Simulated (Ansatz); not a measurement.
# TiC: response to a stretch of c alone, part 2 of 2

A series on TiC: a stretch of c alone, -6 to +6 %; the rest of the cell is held and the atoms relax. Wanted: energy, stress and any gap along the series.

Ansatz 0.2.0; DFT PBEsol, scalar-relativistic, plane waves, PAW. Earlier steps stand in the parts before.

### 6 At +2.0 %

The input, input.yaml:

```yaml
crystal:
  lattice:
    - [2.1466866556, 2.1466866556, 0.0]
    - [-2.1466866556, 2.1466866556, 0.0]
    - [0.0, 0.0, 4.3792407774]
  atoms:
    - { symbol: Ti, position: [0.0, 0.0, 0.0] }
    - { symbol: Ti, position: [0.5, 0.5, 0.5] }
    - { symbol: C, position: [0.5, 0.5, 0.0] }
    - { symbol: C, position: [0.0, 0.0, 0.5] }
basis:
  ecutwfc: 420
kpoints:
  mp_grid: { grid: [14, 14, 10] }
hamiltonian:
  xc: pbesol
scf:
  occupations: { method: gaussian, width: 0.1 }
output:
  forces: true
  stress: true
  eigenvalues: true
```

Output, shortened:

```text
Warning: RAYON_NUM_THREADS=1 ignored (pool sized by the plan → 1); use --threads N
[...]
Pseudopotentials: kind: paw
Pseudopotential: Ti, paw, valence charge 12, recommended cutoff 420 eV (normal), Ti.paw.azcp
Pseudopotential: C, paw, valence charge 4, recommended cutoff 420 eV (normal), C.paw.azcp
Functional definition: PBEsol
[...]
Crystal: 4 atoms, lattice volume = 40.361 Å³
Basis set: ecut = 420 eV, 799 PW (Γ), exchange–correlation on 48×48×60 points (8 copies of the dense FFT grid, shifted against one another)
Bands: 20, of which v1, the nominal top of the filled ones, is band 16 counted from 1 (15 counted from 0)
Symmetry: 32 space group operations
Space group: I4/mmm (ITA 139), of the structure as read, at distance tolerance 3.4e-5 Å
k-points: 216 of 1960
[...]
SCF iter   1: F=—  HF=-5444.825634 eV  |F-HF|=—  |Δ(HF+E_count)|=         —  Δρ=1.04e-2  dr2=5.00e-2  ethr=1.77e-3  ⟨swp⟩=4.6  Hψ=16466  notcnv=0
[...]
SCF converged after 6 iterations
Free energy (F): -5444.813697 eV
[...]
E sigma→0 (E₀):  -5444.812071 eV
Entropy (-TS):   -0.003251 eV (-0.813 meV/atom)
Fermi energy:    14.704527 eV
[...]
--- Forces (eV/Å), atoms counted from 1 ---
  atom   1  Ti     0.00000000     0.00000000     0.00000000
  atom   2  Ti     0.00000000     0.00000000    -0.00000000
  atom   3  C      0.00000000    -0.00000000    -0.00000000
  atom   4  C      0.00000000    -0.00000000    -0.00000000
[...]
--- Stress (GPa, compression-positive) ---
       -2.393269       0.000000       0.000000
        0.000000      -2.393269       0.000000
        0.000000       0.000000     -10.012832
  P = ⅓ Tr σ = -4.9331 GPa (-49.331 kbar)
--- Band table (eV; the first three rows and the last of 216) ---
  k-point 0: bands = ["-41.5716", "-41.4725", "-18.1771", "-17.8640", "-17.8640", "-17.7232", "-17.6976", "-17.6976", "2.2892", "4.5761", "11.1099", "13.0265", "14.7750", "14.7750", "15.2695", "15.4205", "15.4205", "16.3549", "16.3668", "16.4297"]
[...]
```

It took 3.7 s on 1 thread of an x86-64 CPU, shared host; peak memory 0.49 GiB.

### 7 At -4.0 %

Edit input.yaml of step 6 so:

```diff
@@ -4,3 +4,3 @@
     - [-2.1466866556, 2.1466866556, 0.0]
-    - [0.0, 0.0, 4.3792407774]
+    - [0.0, 0.0, 4.1216383787]
   atoms:
```

Output, shortened:

```text
Warning: RAYON_NUM_THREADS=1 ignored (pool sized by the plan → 1); use --threads N
[...]
[... 4 set-up lines as earlier in the session ...]
[...]
Crystal: 4 atoms, lattice volume = 37.987 Å³
Basis set: ecut = 420 eV, 749 PW (Γ), exchange–correlation on 48×48×60 points (8 copies of the dense FFT grid, shifted against one another)
Bands: 20, of which v1, the nominal top of the filled ones, is band 16 counted from 1 (15 counted from 0)
[... 2 set-up lines as earlier in the session ...]
k-points: 216 of 1960
[...]
SCF iter   1: F=—  HF=-5444.726425 eV  |F-HF|=—  |Δ(HF+E_count)|=         —  Δρ=1.07e-2  dr2=4.80e-2  ethr=1.77e-3  ⟨swp⟩=4.7  Hψ=16726  notcnv=0
[...]
SCF converged after 6 iterations
Free energy (F): -5444.714383 eV
[...]
E sigma→0 (E₀):  -5444.713161 eV
Entropy (-TS):   -0.002444 eV (-0.611 meV/atom)
Fermi energy:    15.764165 eV
[...]
--- Forces (eV/Å), atoms counted from 1 ---
  atom   1  Ti    -0.00000000    -0.00000000     0.00000000
  atom   2  Ti    -0.00000000    -0.00000000     0.00000000
  atom   3  C     -0.00000000     0.00000000     0.00000000
  atom   4  C      0.00000000     0.00000000     0.00000000
[...]
--- Stress (GPa, compression-positive) ---
        5.340466       0.000000       0.000000
        0.000000       5.340466       0.000000
        0.000000       0.000000      27.492832
  P = ⅓ Tr σ = 12.7246 GPa (127.246 kbar)
--- Band table (eV; the first three rows and the last of 216) ---
  k-point 0: bands = ["-40.3184", "-40.1712", "-16.9792", "-16.6772", "-16.6772", "-16.4300", "-16.4300", "-16.3994", "3.0860", "5.4632", "12.6339", "13.8310", "15.5856", "15.5856", "16.3505", "16.3505", "16.6869", "17.4865", "17.4865", "17.4891"]
[...]
```

Run time: 2.7 s. Hardware: 1 thread of an x86-64 CPU, shared host; peak memory 0.45 GiB.

### 8 The cell strained by +4.0 %

Edit input.yaml of step 7 so:

```diff
@@ -4,3 +4,3 @@
     - [-2.1466866556, 2.1466866556, 0.0]
-    - [0.0, 0.0, 4.1216383787]
+    - [0.0, 0.0, 4.4651082436]
   atoms:
```

Output, shortened:

```text
Warning: RAYON_NUM_THREADS=1 ignored (pool sized by the plan → 1); use --threads N
[...]
[... 4 set-up lines as earlier in the session ...]
[...]
Crystal: 4 atoms, lattice volume = 41.153 Å³
Basis set: ecut = 420 eV, 807 PW (Γ), exchange–correlation on 48×48×60 points (8 copies of the dense FFT grid, shifted against one another)
Bands: 20, of which v1, the nominal top of the filled ones, is band 16 counted from 1 (15 counted from 0)
[... 1 set-up line as earlier in the session ...]
Space group: I4/mmm (ITA 139), of the structure as read, at distance tolerance 3.5e-5 Å
k-points: 216 of 1960
[...]
SCF iter   1: F=—  HF=-5444.756198 eV  |F-HF|=—  |Δ(HF+E_count)|=         —  Δρ=1.04e-2  dr2=5.06e-2  ethr=1.77e-3  ⟨swp⟩=4.6  Hψ=16370  notcnv=0
[...]
SCF converged after 6 iterations
Free energy (F): -5444.744100 eV
[...]
E sigma→0 (E₀):  -5444.742429 eV
Entropy (-TS):   -0.003341 eV (-0.835 meV/atom)
Fermi energy:    14.362659 eV
[...]
--- Forces (eV/Å), atoms counted from 1 ---
  atom   1  Ti     0.00000000    -0.00000000     0.00000000
  atom   2  Ti    -0.00000000    -0.00000000     0.00000000
  atom   3  C      0.00000000     0.00000000     0.00000000
  atom   4  C      0.00000000     0.00000000     0.00000000
[...]
--- Stress (GPa, compression-positive) ---
       -4.587066      -0.000000       0.000000
        0.000000      -4.587066       0.000000
        0.000000       0.000000     -17.867575
  P = ⅓ Tr σ = -9.0139 GPa (-90.139 kbar)
--- Band table (eV; the first three rows and the last of 216) ---
  k-point 0: bands = ["-41.9557", "-41.8689", "-18.5540", "-18.2270", "-18.2270", "-18.1373", "-18.0813", "-18.0813", "2.0471", "4.2877", "10.6720", "12.7740", "14.5229", "14.5229", "14.8431", "15.1341", "15.1341", "15.8991", "15.9587", "16.0954"]
[...]
```

Run time: 3 s. Hardware: 1 thread of an x86-64 CPU, shared host; peak memory 0.49 GiB.

### 9 The cell strained by -6.0 %

Edit input.yaml of step 8 so:

```diff
@@ -4,3 +4,3 @@
     - [-2.1466866556, 2.1466866556, 0.0]
-    - [0.0, 0.0, 4.4651082436]
+    - [0.0, 0.0, 4.0357709125]
   atoms:
```

Output, shortened:

```text
Warning: RAYON_NUM_THREADS=1 ignored (pool sized by the plan → 1); use --threads N
[...]
[... 4 set-up lines as earlier in the session ...]
[...]
Crystal: 4 atoms, lattice volume = 37.196 Å³
Basis set: ecut = 420 eV, 733 PW (Γ), exchange–correlation on 48×48×54 points (8 copies of the dense FFT grid, shifted against one another)
Bands: 20, of which v1, the nominal top of the filled ones, is band 16 counted from 1 (15 counted from 0)
[... 1 set-up line as earlier in the session ...]
Space group: I4/mmm (ITA 139), of the structure as read, at distance tolerance 3.3e-5 Å
k-points: 216 of 1960
[...]
SCF iter   1: F=—  HF=-5444.545848 eV  |F-HF|=—  |Δ(HF+E_count)|=         —  Δρ=1.09e-2  dr2=4.71e-2  ethr=1.77e-3  ⟨swp⟩=4.7  Hψ=16734  notcnv=0
[...]
SCF converged after 6 iterations
Free energy (F): -5444.533771 eV
[...]
E sigma→0 (E₀):  -5444.532762 eV
Entropy (-TS):   -0.002019 eV (-0.505 meV/atom)
Fermi energy:    16.145746 eV
[...]
--- Forces (eV/Å), atoms counted from 1 ---
  atom   1  Ti     0.00000000     0.00000000     0.00000000
  atom   2  Ti     0.00000000     0.00000000     0.00000000
  atom   3  C     -0.00000000    -0.00000000     0.00000000
  atom   4  C     -0.00000000     0.00000000     0.00000000
[...]
--- Stress (GPa, compression-positive) ---
        8.188797       0.000000       0.000000
       -0.000000       8.188797       0.000000
        0.000000       0.000000      46.240486
  P = ⅓ Tr σ = 20.8727 GPa (208.727 kbar)
--- Band table (eV; the first three rows and the last of 216) ---
  k-point 0: bands = ["-39.8646", "-39.6969", "-16.5587", "-16.2463", "-16.2463", "-15.9645", "-15.9645", "-15.9323", "3.3793", "5.7664", "13.2270", "14.1159", "15.8766", "15.8766", "16.6873", "16.6873", "17.2106", "17.8312", "17.8553", "17.8553"]
[...]
```

Run time: 3 s. Hardware: 1 thread of an x86-64 CPU, shared host; peak memory 0.48 GiB.

### 10 Strain +6.0 %

Edit input.yaml of step 9 so:

```diff
@@ -4,3 +4,3 @@
     - [-2.1466866556, 2.1466866556, 0.0]
-    - [0.0, 0.0, 4.0357709125]
+    - [0.0, 0.0, 4.5509757098]
   atoms:
```

Output, shortened:

```text
Warning: RAYON_NUM_THREADS=1 ignored (pool sized by the plan → 1); use --threads N
[...]
[... 4 set-up lines as earlier in the session ...]
[...]
Crystal: 4 atoms, lattice volume = 41.944 Å³
Basis set: ecut = 420 eV, 807 PW (Γ), exchange–correlation on 48×48×64 points (8 copies of the dense FFT grid, shifted against one another)
Bands: 20, of which v1, the nominal top of the filled ones, is band 16 counted from 1 (15 counted from 0)
[... 2 set-up lines as earlier in the session ...]
k-points: 216 of 1960
[...]
SCF iter   1: F=—  HF=-5444.652332 eV  |F-HF|=—  |Δ(HF+E_count)|=         —  Δρ=1.03e-2  dr2=5.16e-2  ethr=1.77e-3  ⟨swp⟩=4.6  Hψ=16268  notcnv=0
[...]
SCF converged after 6 iterations
Free energy (F): -5444.640110 eV
[...]
E sigma→0 (E₀):  -5444.638208 eV
Entropy (-TS):   -0.003804 eV (-0.951 meV/atom)
Fermi energy:    14.032445 eV
[...]
--- Forces (eV/Å), atoms counted from 1 ---
  atom   1  Ti    -0.00000000    -0.00000000     0.00000000
  atom   2  Ti    -0.00000000    -0.00000000    -0.00000000
  atom   3  C      0.00000000    -0.00000000     0.00000000
  atom   4  C      0.00000000    -0.00000000     0.00000000
[...]
--- Stress (GPa, compression-positive) ---
       -6.609799      -0.000000       0.000000
       -0.000000      -6.609799       0.000000
        0.000000       0.000000     -23.943365
  P = ⅓ Tr σ = -12.3877 GPa (-123.877 kbar)
--- Band table (eV; the first three rows and the last of 216) ---
  k-point 0: bands = ["-42.3240", "-42.2481", "-18.9189", "-18.5752", "-18.5752", "-18.5369", "-18.4477", "-18.4477", "1.8152", "4.0034", "10.2642", "12.5285", "14.2789", "14.2789", "14.4369", "14.8586", "14.8586", "15.4365", "15.5822", "15.7700"]
[...]
```

Run time: 3.9 s. Hardware: 1 thread of an x86-64 CPU, shared host; peak memory 0.49 GiB.

### 11 Energy and stress against strain (a metal throughout)

```tsv
strain (%)	ΔE (meV/atom)	a (Å)	b (Å)	c (Å)	σxx	σyy	σzz
-6.0	76.3	3.036	3.036	4.036	8.19	8.19	46.24
-4.0	31.2	3.036	3.036	4.122	5.34	5.34	27.49
-2.0	7.1	3.036	3.036	4.208	2.62	2.62	12.19
+0.0	0.0	3.036	3.036	4.293	0.02	0.02	-0.14
+2.0	6.5	3.036	3.036	4.379	-2.39	-2.39	-10.01
+4.0	23.9	3.036	3.036	4.465	-4.59	-4.59	-17.87
+6.0	50.0	3.036	3.036	4.551	-6.61	-6.61	-23.94
```

ΔE is over the unstrained cell. Stress in GPa, positive in compression, on the Cartesian axes of the input. 

### 12 Results

This closing draws on all 2 parts. Changes of volume or cell count from the first structure of part 1.

| quantity | value |
| --- | --- |
| relaxed cell (conventional) | a = 4.293 Å, b = 4.293 Å, c = 4.293 Å, α = 90.00°, β = 90.00°, γ = 90.00° |
| space group (0.01 Å) | Fm-3m (No. 225) |
| volume | 9.89 Å³/atom |
| formation energy (elements from runs with the same settings, not shown) | -0.92 eV/atom |
| largest energy cost | 76.3 meV/atom at -6.0 % |
| (1/V) d²E/dε² at zero strain, cubic fit | 569 GPa |

The cell shrank by 2.6 % in volume on relaxing. A measured lattice constant a of TiC is 4.325 Å (ceramic; “Reflectance spectral studies of spark plasma sintered tungsten carbide pellet”, 2024, arxiv:2411.15754); the calculated 4.293 Å misses it by -0.7 %. That is the cell relaxed with PBEsol, without thermal expansion or zero-point motion. The curvature of the energy, 569 GPa, is the elastic constant along c at held a and b. Compression by 6 % costs 76.3 meV/atom and stretching 50.0. On this cell's mesh the unstrained reference holds a stress of up to 0.14 GPa.
